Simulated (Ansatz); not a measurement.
HfB2:

```xyz
3
Lattice="3.1400 0.0000 0.0000 -1.5700 2.7193 0.0000 0.0000 0.0000 3.4800" Properties=species:S:1:pos:R:3 pbc="T T T"
Hf    0.0000    0.0000    0.0000
B     1.5700    0.9064    1.7400
B     0.0000    1.8129    1.7400
```

| Property | Result |
| --- | --- |
| Program | Ansatz 0.2.0 |
| Task | relaxation of cell and atoms |
| Functional | RPBE |
| Dispersion | D4 |
| Potentials or basis | Ansatz PAW |
| Cutoff | 420 eV (not typed: the program's choice for these potentials) |
| k mesh | 10 × 10 × 8 |
| Occupations | fermi-dirac, width 0.05 eV |
| Spin | no spin polarisation |

At the start: volume 9.90 Å³/atom.

Task: How do energy, volume and symmetry change on relaxing?

Result: It ends after 7 steps and the volume is 9.64 Å³/atom (-2.7 %); space group P6/mmm (No. 191, to 0.05 Å).

The path:
| step | energy change (eV) | largest force (eV/Å) | volume (Å³) |
| --- | --- | --- | --- |
| 1 | 0.0000 | 0.0000 | 29.71 |
| 2 | -0.0135 | 0.0000 | 28.62 |
| 3 | -0.0184 | 0.0000 | 28.87 |
| 4 | -0.0188 | 0.0000 | 28.91 |
| 5 | -0.0180 | 0.0000 | 28.91 |
| 6 | -0.0180 | 0.0000 | 28.91 |
| 7 | -0.0180 | 0.0000 | 28.91 |

Final structure:
```yaml
crystal:
  lattice:
    - [3.12040, 0.00000, 0.00000]
    - [-1.56020, 2.70234, 0.00000]
    - [0.00000, 0.00000, 3.42806]
  atoms:
    - { symbol: Hf, position: [0.00000, 0.00000, 0.00000] }
    - { symbol: B, position: [0.66667, 0.33333, 0.50000] }
    - { symbol: B, position: [0.33333, 0.66667, 0.50000] }
```

Caveat: the plane-wave basis is chosen anew once the cell has moved, so the energies of steps on either side of that aren't comparable; the PAW data sets come from PBE, with cores solved anew for the run's functional, which leaves a small shift of forces and pressure.
